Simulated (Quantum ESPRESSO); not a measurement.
## Li under changes of volume

One of the cells (21.354 Å³/atom); the others are scaled copies at fixed shape and fractional positions:

```
Li
1.0
     0.00000    2.20200    2.20200
     2.20200    0.00000    2.20200
     2.20200    2.20200    0.00000
Li
1
Direct
  0.00000 0.00000 0.00000
```

This isn't the form of Li at room conditions, which is bcc.

```yaml
Program: Quantum ESPRESSO 7.5
Functional: PBE
Potentials_or_basis: SSSP 1.3 efficiency PBE
Cutoff: 748 eV
Density_cutoff: 5987 eV
k_mesh: 10 × 10 × 10
Occupations: fermi-dirac, width 0.05 eV
Spin: no spin polarisation
```

| volume (Å³/atom) | energy over the lowest point (meV/atom) | pressure (GPa) |
| --- | --- | --- |
| 20.073 | 0.00 | 0.1 |
| 20.500 | ? | ? |
| 20.927 | 0.91 | -0.4 |
| 21.354 | 2.40 | -0.7 |
| 21.781 | 4.51 | -0.9 |
| 22.208 | 7.18 | -1.1 |
| 22.635 | 10.36 | -1.3 |

Question: What does the run at 20.500 Å³/atom give?

Answer: Energy over the lowest point 0.09 meV/atom; pressure -0.2 GPa.

Worked out: A Birch-Murnaghan fit of order 3 (a polynomial in V^(-2/3)) to the other rows has its minimum at 20.24 Å³/atom with B0 = V·E''(V) = 13.8 GPa and B' = 3.3. It gives 0.09 meV/atom at 20.500 Å³/atom, against the run's 0.09, and -dE/dV = -0.2 GPa, against -0.2.

Energies are extrapolated to zero smearing.
